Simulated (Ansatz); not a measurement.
# GaAs: the cost of one run

Program: Ansatz 0.2.0. Level of theory: DFT PBEsol, scalar-relativistic, plane waves, PAW. These are calculated values, not measurements.

1 further run of the same task is left out (set aside as unsound or not needed).

## 1. Starting point

Symmetry: F-43m, No. 216, cubic system. The conventional cell has a = 5.658 Å, b = 5.658 Å, c = 5.658 Å, α = 90.00°, β = 90.00°, γ = 90.00°. Ga (site symmetry -43m) is surrounded by 4 As at 2.45 Å. Around As (site symmetry -43m) lie 4 Ga at 2.45 Å.

As a file:

```cif
data_structure
_symmetry_space_group_name_H-M 'P 1'
_symmetry_Int_Tables_number 1
_cell_length_a 4.0010
_cell_length_b 4.0010
_cell_length_c 4.0010
_cell_angle_alpha 60.000
_cell_angle_beta 60.000
_cell_angle_gamma 60.000
_cell_volume 45.29
loop_
_atom_site_label
_atom_site_type_symbol
_atom_site_fract_x
_atom_site_fract_y
_atom_site_fract_z
_atom_site_occupancy
Ga1 Ga 0.00000 0.00000 0.00000 1
As1 As 0.75000 0.75000 0.75000 1
```

This cell was relaxed beforehand with the same method: volume 22.64 Å³/atom, gap on the mesh 0.42 eV.

The bulk reference comes from a run made before at the same settings: -4278.4300 eV/atom.

## 2. The (100) slab

Planes are indexed in the bulk's conventional cell (F-43m (No. 216)), a = 5.658 Å, b = 5.658 Å, c = 5.658 Å, α = 90.00°, β = 90.00°, γ = 90.00°.

The slab is a (100) slab, 9.9 Å thick as cut, with 15 Å of vacuum; its outer planes are Ga (top) and As (bottom).

The slab as cut. Layers, bottom to top:

| plane | atoms per cell | height over the lowest (Å) |
| --- | --- | --- |
| 1 | As | 0.00 |
| 2 | Ga | 1.41 |
| 3 | As | 2.83 |
| 4 | Ga | 4.24 |
| 5 | As | 5.66 |
| 6 | Ga | 7.07 |
| 7 | As | 8.49 |
| 8 | Ga | 9.90 |

## 3. Single point on the unrelaxed (100) slab

A dipole layer in the vacuum cancels the field that periodic copies would set up if the slab's two faces differ.

Input file input.yaml:

```yaml
crystal:
  lattice:
    - [4.0010046525, 0.0, 0.0]
    - [0.0, 4.0010046525, 0.0]
    - [0.0, 0.0, 24.9019813248]
  atoms:
    - { symbol: As, position: [0.0, 0.5, 0.3011808539] }
    - { symbol: Ga, position: [0.5, 0.5, 0.3579863242] }
    - { symbol: As, position: [0.5, 0.0, 0.4147917945] }
    - { symbol: Ga, position: [0.0, 0.0, 0.4715972648] }
    - { symbol: As, position: [0.0, 0.5, 0.5284027352] }
    - { symbol: Ga, position: [0.5, 0.5, 0.5852082055] }
    - { symbol: As, position: [0.5, 0.0, 0.6420136758] }
    - { symbol: Ga, position: [0.0, 0.0, 0.6988191461] }
basis:
  ecutwfc: 420
kpoints:
  mp_grid: { grid: [9, 9, 1] }
hamiltonian:
  xc: pbesol
scf:
  occupations: { method: gaussian, width: 0.05 }
output:
  forces: true
  stress: true
  eigenvalues: true
efield:
  axis: 3
  dipole_correction: true
  ramp_width: 0.04
```

Run with:

```bash
> ansatz run input.yaml --threads 1 --pin off --max-ram 2560MiB --backend cpu --events-out ev --progress --plain --runs-dir out
```

Q: Estimate wall time and peak memory on 1 thread of Arm Neoverse V2, shared host.

About 60 s, with a peak of 0.79 GiB.
